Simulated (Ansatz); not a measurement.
Cd:

```xyz
2
Lattice="2.9789 0.0000 0.0000 -1.4894 2.5798 0.0000 0.0000 0.0000 5.6177" Properties=species:S:1:pos:R:3 pbc="T T T"
Cd    1.4894    0.8599    4.2132
Cd    0.0000    1.7199    1.4044
```

- Program: Ansatz 0.2.0
- Task: single point
- Functional: PBEsol
- Potentials or basis: all-electron LAPW, scalar-relativistic
- Cutoff: 224 eV (chosen from the basis error)
- Basis error allowed: 0.001 eV/atom
- k mesh: 10 × 10 × 5
- Occupations: fermi-dirac, width 0.05 eV
- Spin: no spin polarisation

On this cell: pressure -1.6 GPa; largest force under 0.003 eV/Å; band gap on the k mesh none (metal or under the smearing width).

The same run follows on a disturbed copy (atoms moved at random, drawn with an rms of 0.05 Å):

```xyz
2
Lattice="2.9789 0.0000 0.0000 -1.4894 2.5798 0.0000 0.0000 0.0000 5.6177" Properties=species:S:1:pos:R:3 pbc="T T T"
Cd    1.4630    0.8500    4.2765
Cd   -0.0846    1.7571    1.4493
```

Question: What changes?

Answer: The energy (extrapolated to zero smearing) moves by +0.5 meV/atom; pressure -1.6 GPa; largest force 0.033 eV/Å; band gap on the k mesh none (metal or under the smearing width).

Forces on the atoms (eV/Å):
```
Cd  -0.015  0.013 -0.026
Cd   0.015 -0.013  0.026
```

Stress tensor (GPa, compression positive):
```
-1.29 -0.09  0.01
-0.09 -1.43 -0.01
 0.01 -0.01 -1.96
```
